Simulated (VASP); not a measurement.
# BP (F-43m) in VASP: a series of runs

The runs below take BP through single point, with PBEsol, r2SCAN.

Everything below comes from runs of VASP 6.6.1. Logs are shortened: lines on timing, memory, paths and dates and some standing lists are left out, and cuts for length are marked.

## Step 1: The crystal as given

Symmetry: F-43m, No. 216, cubic system. The conventional cell has a = 4.521 Å, b = 4.521 Å, c = 4.521 Å, α = 90.00°, β = 90.00°, γ = 90.00°. B (site symmetry -43m) has 4 P at 1.96 Å as nearest neighbours. P (site symmetry -43m) is surrounded by 4 B at 1.96 Å.

The cell is a database's computed one.

## Step 2: Single point, PBEsol

Contents of INCAR:

```
  PREC = Accurate
  ENCUT = 700
  EDIFF = 1E-6
  ISMEAR = 0
  SIGMA = 0.02
  LREAL = F
  LASPH = T
  NELM = 60
  ALGO = Normal
  ISIF = 2
  LWAVE = F
  LCHARG = F
  GGA = PS
```

Contents of KPOINTS:

```
regular mesh
0
Gamma
  10 10 10
```

Contents of POSCAR:

```
BP
1.0
    0.0000000000      2.2605400000      2.2605400000
    2.2605400000      0.0000000000      2.2605400000
    2.2605400000      2.2605400000      0.0000000000
B P
1 1
Direct
    0.0000000000      0.0000000000      0.0000000000
    0.7500000000      0.7500000000      0.7500000000
```

Potentials or basis: VASP PAW PBE potentials, release 64 (B, P).

Launch:

```console
cat potpaw_PBE.64/B/POTCAR potpaw_PBE.64/P/POTCAR > POTCAR
mpirun -np 1 vasp_std > vasp.out
```

OUTCAR:

```text
PREC = Accurate
   ENCUT = 700
   EDIFF = 1E-6
   ISMEAR = 0
   LREAL = F
   LASPH = T
   NELM = 60
   ISIF = 2
   GGA = PS

 ion  position               nearest neighbor table
   1  0.000  0.000  0.000-   2 1.96   2 1.96   2 1.96   2 1.96
   2  0.750  0.750  0.750-   1 1.96   1 1.96   1 1.96   1 1.96

  LATTYP: Found a face centered cubic cell.
 ALAT       =     4.5210800000

  Lattice vectors:

 A1 = (   0.0000000000,   2.2605400000,   2.2605400000)
 A2 = (   2.2605400000,   0.0000000000,   2.2605400000)
 A3 = (   2.2605400000,   2.2605400000,   0.0000000000)

Analysis of symmetry for initial positions (statically):
=====================================================================
 Subroutine PRICEL returns:
 Original cell was already a primitive cell.

 Routine SETGRP: Setting up the symmetry group for a
 face centered cubic supercell.

 Subroutine GETGRP returns: Found 24 space group operations
 (whereof 24 operations were pure point group operations)
 out of a pool of 48 trial point group operations.

The static configuration has the point symmetry T_d .

Analysis of symmetry for dynamics (positions and initial velocities):
=====================================================================
 Subroutine PRICEL returns:
 Original cell was already a primitive cell.

 Routine SETGRP: Setting up the symmetry group for a
 face centered cubic supercell.

 Subroutine GETGRP returns: Found 24 space group operations
 (whereof 24 operations were pure point group operations)
 out of a pool of 48 trial point group operations.

The dynamic configuration has the point symmetry T_d .

 Subroutine INISYM returns: Found 24 space group operations
 (whereof 24 operations are pure point group operations),
 and found     1 'primitive' translations

----------------------------------------------------------------------------------------

                                     Primitive cell

  volume of cell :      23.1029

  direct lattice vectors                    reciprocal lattice vectors
     0.000000000  2.260540000  2.260540000    -0.221186088  0.221186088  0.221186088
     2.260540000  0.000000000  2.260540000     0.221186088 -0.221186088  0.221186088
     2.260540000  2.260540000  0.000000000     0.221186088  0.221186088 -0.221186088

  length of vectors
     3.196886326  3.196886326  3.196886326     0.383105543  0.383105543  0.383105543

  position of ions in fractional coordinates (direct lattice)
     0.000000000  0.000000000  0.000000000
     0.750000000  0.750000000  0.750000000

  ion indices of the primitive-cell ions
   primitive index   ion index
                 1           1
                 2           2

----------------------------------------------------------------------------------------

 KPOINTS: regular mesh

Automatic generation of k-mesh.
 Grid dimensions read from file:
 generate k-points for:   10   10   10

 Generating k-lattice:

  Cartesian coordinates                     Fractional coordinates (reciprocal lattice)
    -0.022118609  0.022118609  0.022118609     0.100000000  0.000000000  0.000000000
     0.022118609 -0.022118609  0.022118609     0.000000000  0.100000000  0.000000000
     0.022118609  0.022118609 -0.022118609     0.000000000  0.000000000  0.100000000

  Length of vectors
     0.038310554  0.038310554  0.038310554

  Shift w.r.t. Gamma in fractional coordinates (k-lattice)
     0.000000000  0.000000000  0.000000000

 Subroutine IBZKPT returns following result:
 ===========================================

 Found     47 irreducible k-points:

 Following reciprocal coordinates:
            Coordinates               Weight
  0.000000  0.000000  0.000000      1.000000
  0.100000  0.000000  0.000000      8.000000
  0.200000  0.000000  0.000000      8.000000
  0.300000  0.000000  0.000000      8.000000
  0.400000  0.000000  0.000000      8.000000
  0.500000  0.000000  0.000000      4.000000
[... 16 lines left out ...]
  0.300000  0.300000  0.000000      6.000000
  0.400000  0.300000  0.000000     24.000000
 [... further k-points ...]
   k-points           NKPTS =     47   k-points in BZ     NKDIM =     47   number of bands    NBANDS=      8
   number of dos      NEDOS =    301   number of ions     NIONS =      2
   total plane-waves  NPLWV =  21952
   dimension x,y,z NGX =    28 NGY =   28 NGZ =   28
   dimension x,y,z NGXF=    56 NGYF=   56 NGZF=   56
   ions per type =               1   1
   NGX,Y,Z   is equivalent  to a cutoff of  14.56, 14.56, 14.56 a.u.
   NGXF,Y,Z  is equivalent  to a cutoff of  29.12, 29.12, 29.12 a.u.
 SYSTEM =  unknown system
   PREC   = accura    normal or accurate (medium, high low for compatibility)
   ISTART =      0    job   : 0-new  1-cont  2-samecut
   ICHARG =      2    charge: 1-file 2-atom 10-const
   ISPIN  =      1    spin polarized calculation?
   LNONCOLLINEAR =      F non collinear calculations
   LSORBIT =      F    spin-orbit coupling
   LASPH  =      T    aspherical Exc in radial PAW
   ENCUT  =  700.0 eV  51.45 Ry    7.17 a.u.   6.90  6.90  6.90*2*pi/ulx,y,z
   NELM   =     60;   NELMIN=  2; NELMDL= -5     # of ELM steps
   EDIFF  = 0.1E-05   stopping-criterion for ELM
   LREAL  =      F    real-space projection
   EDIFFG = 0.1E-04   stopping-criterion for IOM
   NSW    =      0    number of steps for IOM
   IBRION =     -1    ionic relax: 0-MD 1-quasi-New 2-CG
   NFREE  =      0    steps in history (QN), initial steepest desc. (CG)
   ISIF   =      2    stress and relaxation
   ISYM   =      2    0-nonsym 1-usesym 2-fastsym
   POTIM  = 0.5000    time-step for ionic-motion
   TEBEG  =    0.0;   TEEND  =   0.0 temperature during run
   PSTRESS=    0.0 pullay stress
   NELECT =       8.0000    total number of electrons
   NUPDOWN=      -1.0000    fix difference up-down
   EMIN   =  10.00;   EMAX   =-10.00  energy-range for DOS
   EFERMI =   0.00;   METHOD = LEGACY
   ISMEAR =     0;   SIGMA  =   0.02  broadening in eV -4-tet -1-fermi 0-gaus
   EFERMI_NEDOS =   21; number of points for ismear=-14 and -15
   IALGO  =     38    algorithm
   IMIX   =      4    mixing-type and parameters
     AMIX     =   0.40;   BMIX     =  1.00
     AMIX_MAG =   1.60;   BMIX_MAG =  1.00
  volume/ion in A,a.u.               =      11.55        77.95
  Fermi-wavevector in a.u.,A,eV,Ry     =   1.149607  2.172442 17.981400  1.321596
  Thomas-Fermi vector in A             =   2.286275
   LORBIT       =      0    0 simple, 1 ext, 2 COOP (PROOUT), +10 PAW based schemes
   GGA     = PS    functional components
   LHFCALC =     F    Hartree Fock is set to
   AEXX    =    0.0000 exact exchange contribution
   IVDW    =     0    specifies the selected vdW correction
   LEPSILON=     F    determine dielectric tensor
   LRPA    =     F    only Hartree local field effects (RPA)
 non-spin polarized calculation
 Gauss-broadening in eV      SIGMA  =   0.02
  energy-cutoff  :      700.00
  volume of cell :       23.10
 maximum number of plane-waves:       990
   NGX = 13   NGY = 13   NGZ = 13

 number of electron       8.0000000 magnetization

 Free energy of the ion-electron system (eV)
  ---------------------------------------------------
  ext. energy  EPLUGINS =         0.00000000
  ---------------------------------------------------
  free energy    TOTEN  =       -13.67601935 eV

  energy without entropy =      -13.67601935  energy(sigma->0) =      -13.67601935

 E-fermi :   7.6770     XC(G=0): -11.0930

 val. band max:        7.5375608834   @ k =   0.0000   0.0000   0.0000
 cond. band min:       8.6543128974   @ k =   0.4000   0.4000   0.0000
 fundamental gap:      1.1167520139
 Fermi energy:         7.6770494757

 k-point     1 :       0.0000    0.0000    0.0000
  band No.  band energies     occupation
      1      -8.0601      2.00000
      2       7.5376      2.00000
      3       7.5376      2.00000
      4       7.5376      2.00000
      5      10.9112      0.00000
      6      10.9112      0.00000
      7      10.9112      0.00000
      8      15.0513      0.00000

 k-point     2 :       0.1000    0.0000    0.0000
  band No.  band energies     occupation
      1      -7.8777      2.00000
      2       6.2154      2.00000
      3       7.2361      2.00000
      4       7.2361      2.00000
      5      11.3273      0.00000
      6      11.3273      0.00000
      7      11.3581      0.00000
      8      15.5577      0.00000

 k-point     3 :       0.2000    0.0000    0.0000
  band No.  band energies     occupation
      1      -7.3371      2.00000
      2       3.8435      2.00000
      3       6.6684      2.00000
      4       6.6684      2.00000
      5      11.5703      0.00000
      6      12.0522      0.00000
      7      12.0522      0.00000
      8      16.6688      0.00000

 k-point     4 :       0.3000    0.0000    0.0000
  band No.  band energies     occupation
      1      -6.4670      2.00000
      2       1.4532      2.00000
      3       6.1744      2.00000
      4       6.1744      2.00000
      5      11.4880      0.00000
      6      12.3660      0.00000
      7      12.3660      0.00000
      8      17.4681      0.00000

 k-point     5 :       0.4000    0.0000    0.0000
  band No.  band energies     occupation
      1      -5.3773      2.00000
      2      -0.6006      2.00000
      3       5.8624      2.00000
      4       5.8624      2.00000
      5      11.3802      0.00000
      6      12.2772      0.00000
      7      12.2772      0.00000
      8      17.5645      0.00000
[... 177 lines left out ...]
 k-point    22 :      -0.2000    0.2000    0.0000
  band No.  band energies     occupation
      1      -6.1717      2.00000
      2       2.2442      2.00000
      3       3.2760      2.00000
      4       6.2776      2.00000
      5      11.9774      0.00000
      6      12.8429      0.00000
      7      13.9182      0.00000
      8      15.8646      0.00000

 k-point    23 :       0.3000    0.3000    0.0000
  band No.  band energies     occupation
      1      -5.9177      2.00000
      2       2.6956      2.00000
      3       4.2569      2.00000
      4       4.2569      2.00000
      5       8.9567      0.00000
      6      11.3086      0.00000
      7      16.4464      0.00000
      8      16.4464      0.00000

 k-point    24 :       0.4000    0.3000    0.0000
  band No.  band energies     occupation
      1      -5.0797      2.00000
      2       1.3492      2.00000
      3       3.4067      2.00000
      4       3.9589      2.00000
      5       9.2412      0.00000
      6      11.0313      0.00000
      7      17.0648      0.00000
      8      17.0685      0.00000

 [... further k-points ...]
[... 5 lines left out ...]
  --------------------------------------------------------------------------------------
  -------------------------------------------------------------------------------------
  Total        0.0039496      0.0039496      0.0039496      0.0000000     -0.0000000      0.0000000
  in kB        0.2739020      0.2739020      0.2739020      0.0000000     -0.0000000      0.0000000
  external PRESSURE =       0.2739020 kB  Pullay stress =       0.0000000 kB

 VOLUME and BASIS-vectors are now :
 -----------------------------------------------------------------------------
  energy-cutoff  :      700.00
  volume of cell :       23.10
      direct lattice vectors                 reciprocal lattice vectors
     0.000000000  2.260540000  2.260540000    -0.221186088  0.221186088  0.221186088
     2.260540000  0.000000000  2.260540000     0.221186088 -0.221186088  0.221186088
     2.260540000  2.260540000  0.000000000     0.221186088  0.221186088 -0.221186088

 POSITION                                       TOTAL-FORCE (eV/Angst)
 -----------------------------------------------------------------------------------
      0.00000      0.00000      0.00000         0.000000      0.000000      0.000000
      3.39081      3.39081      3.39081        -0.000000     -0.000000     -0.000000
 -----------------------------------------------------------------------------------
    total drift:                                0.000000      0.000000     -0.000000

  FREE ENERGIE OF THE ION-ELECTRON SYSTEM (eV)
  ---------------------------------------------------
  free  energy   TOTEN  =       -13.6760193498 eV

  energy  without entropy=      -13.6760193498  energy(sigma->0) =      -13.67601935
```

It took 18 s on 1 thread of Intel Xeon Platinum 8375C at 2.90GHz (Ice Lake), shared host; peak memory 0.15 GiB.

What came out:

```
Free energy            : -13.6760 eV
Pressure               : 0.0 GPa
Band gap on the k mesh : 1.12 eV, indirect (least direct gap 3.37 eV)
```

Caveat: the PAW data sets were made with another functional, which shifts forces and pressure a little. A k mesh can miss the band edges.

(Continued in part 2 of 2.)
